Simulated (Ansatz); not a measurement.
## SrCl2 in Ansatz: the effect of exact exchange

Crystal: SrCl2.

```xyz
3
Lattice="0.0000 3.4884 3.4884 3.4884 0.0000 3.4884 3.4884 3.4884 0.0000" Properties=species:S:1:pos:R:3 pbc="T T T"
Sr    0.0000    0.0000    0.0000
Cl    5.2325    5.2325    5.2325
Cl    1.7442    1.7442    1.7442
```

Alike in all runs:

| Item | Value |
| --- | --- |
| Program | Ansatz 0.2.0 |
| Task | single point |
| Functional | HSE06 form with a typed share of exact exchange |
| Potentials or basis | Ansatz PAW |
| Cutoff | 420 eV (not typed: the program's choice for these potentials) |
| k mesh | 4 × 4 × 4 |
| Occupations | fermi-dirac, width 0.05 eV |
| Spin | no spin polarisation |

```csv
exact exchange,gap on the mesh (eV),pressure (GPa)
0.05,5.60,0.9
0.1,5.86,0.8
0.15,6.12,0.7
0.2,6.38,0.6
0.25,6.65,0.5
0.3,6.91,0.4
0.4,7.45,0.2
0.5,?,?
```

What does the run with exact exchange 0.5 give?

gap on the mesh 7.99 eV; pressure 0.0 GPa.

Worked out: A straight line through the other rows of the gap on the mesh, of slope 5.28 eV per unit of exact exchange, extrapolates to 7.97 eV, against the run's 7.99. A straight line through the other rows of the pressure, of slope -2 GPa per unit of exact exchange, extrapolates to 0.0 GPa, against the run's 0.0.

Caveats: the PAW data sets come from PBE, with cores solved anew for the run's functional, which leaves a small shift of forces and pressure; the thresholds are loose for stress.

A k mesh can miss the band edges.
